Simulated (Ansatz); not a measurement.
Zr, DFT, PBEsol, all-electron PAW with datasets made for the crystal, scalar-relativistic (Ansatz 0.2.0), run on 1 thread of Intel(R) Xeon(R) Platinum 8488C (Sapphire Rapids) on a shared host.

The cell comes from COD entry 9008559, which wasn't checked; take it as a given geometry. The listed cell was then made from it by scaling, straining or moving an atom.

Command: `ansatz run input.yaml --threads 1 --pin off --max-ram 3072MiB --backend cpu --events-out ev --progress --plain --runs-dir out`

```yaml
crystal:
  lattice:
    - [-1.8454992086, 1.8454992086, 1.8454992086]
    - [1.8454992086, -1.8454992086, 1.8454992086]
    - [1.8454992086, 1.8454992086, -1.8454992086]
  atoms:
    - { symbol: Zr, position: [0.0, 0.0, 0.0] }
kpoints:
  mp_grid: { grid: [14, 14, 14] }
scf:
  occupations: { method: fermi_dirac, width: 0.08 }
hamiltonian:
  xc: pbesol
  pseudopotentials: { kind: all_electron, datasets: crystal }
output:
  forces: true
  stress: true
  eigenvalues: true
  efg: { contact_densities: true }
```

(1) How large is the problem that the program sets up?

(2) Estimate the wall time and the peak memory.

Answers

(1) 104 irreducible k-points, 177 plane waves at Γ, 11 bands.

(2) 3.6 s of wall time for 7 SCF iterations, with a peak of 0.35 GiB. Times on shared machines scatter by tens of per cent.
